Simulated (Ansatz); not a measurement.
# How long does this Ansatz run take?

```yaml
crystal:
  lattice:
    - [4.9329, 0.0, 0.0]
    - [0.0, 4.9329, 0.0]
    - [0.0, 0.0, 6.4645]
  atoms:
    - { symbol: Si, position: [0.817705, 0.817705, 0.5] }
    - { symbol: Si, position: [0.682295, 0.317705, 0.25] }
    - { symbol: Si, position: [0.182295, 0.182295, 0.0] }
    - { symbol: Si, position: [0.317705, 0.682295, 0.75] }
    - { symbol: O, position: [0.26834, 0.36457, 0.80193] }
    - { symbol: O, position: [0.13543, 0.76834, 0.55193] }
    - { symbol: O, position: [0.73166, 0.63543, 0.30193] }
    - { symbol: O, position: [0.86457, 0.23166, 0.05193] }
    - { symbol: O, position: [0.76834, 0.13543, 0.44807] }
    - { symbol: O, position: [0.63543, 0.73166, 0.69807] }
    - { symbol: O, position: [0.23166, 0.86457, 0.94807] }
    - { symbol: O, position: [0.36457, 0.26834, 0.19807] }
kpoints:
  mp_grid: { grid: [4, 4, 3] }
scf:
  occupations: { method: fermi_dirac, width: 0.02 }
hamiltonian:
  xc: pbe
  pseudopotentials: { kind: paw, frozen_core: stored }
output:
  forces: true
  stress: true
  populations: true
  efg: { quadrupole_moments_barn: { O: -0.02558 } }
  write_density: true
  write_potential: true
  elf: true
  volumetric_format: npy
relax:
  f_tol: 0.02
  max_steps: 60
```

```sh
ansatz run input.yaml --threads 1 --pin off --max-ram 3072MiB --backend cpu --events-out ev --progress --plain --runs-dir out
```

It runs on 1 thread of Intel Xeon Platinum 8375C CPU @ 2.90GHz (Ice Lake) (x86_64; 8 cores open to the job, memory cap 3.0 GiB, no GPU), a shared host with a load of 0.7 a core.

Q: How much time and memory should be set aside?

A: About 20 s of wall time (20 s of CPU time) and 0.46 GiB. The run holds 64 valence electrons in 44 bands, about 3097 plane waves a k-point and 12 irreducible k-points, and took 18 SCF iterations, over 4 ionic steps. Times on a shared host vary by tens of per cent.
